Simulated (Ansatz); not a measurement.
A run of Ansatz 0.2.0:

input.yaml

```yaml
crystal:
  lattice:
    - [0.0, 3.0702711986, 3.0702711986]
    - [3.0702711986, 0.0, 3.0702711986]
    - [3.0702711986, 3.0702711986, 0.0]
  atoms:
    - { symbol: Cd, position: [0.0, 0.0, 0.0] }
    - { symbol: Se, position: [0.25, 0.25, 0.25] }
hamiltonian:
  xc: blyp
  pseudopotentials: { kind: paw }
kpoints:
  mp_grid: { grid: [8, 8, 8] }
  band_path:
    path:
      - [[0.0, 0.0, 0.0], [0.5, 0.0, 0.5], [0.5, 0.25, 0.75], [0.375, 0.375, 0.75], [0.0, 0.0, 0.0], [0.5, 0.5, 0.5], [0.625, 0.25, 0.625], [0.5, 0.25, 0.75], [0.5, 0.5, 0.5], [0.375, 0.375, 0.75]]
      - [[0.625, 0.25, 0.625], [0.5, 0.0, 0.5]]
    npoints: 14
scf:
  occupations: { method: fermi_dirac, width: 0.05 }
  n_extra_bands: 6
output:
  forces: true
  stress: true
  eigenvalues: true
  fatbands: false
```

Potentials or basis: Ansatz PAW.

Run with:

```console
$ ansatz run input.yaml --threads 2 --pin off --max-ram 5120MiB --backend cpu --events-out ev --progress --plain --runs-dir out
```

Hardware: 2 threads of Arm Neoverse V1 (shared host).

**Question.** Estimate the wall time of this run.

**Answer.** Run time: 5.5 s on 2 threads of Arm Neoverse V1 (shared host), peak memory 0.36 GiB. Counts: scf iterations 6, plane waves 1139, k points 29, bands 24.
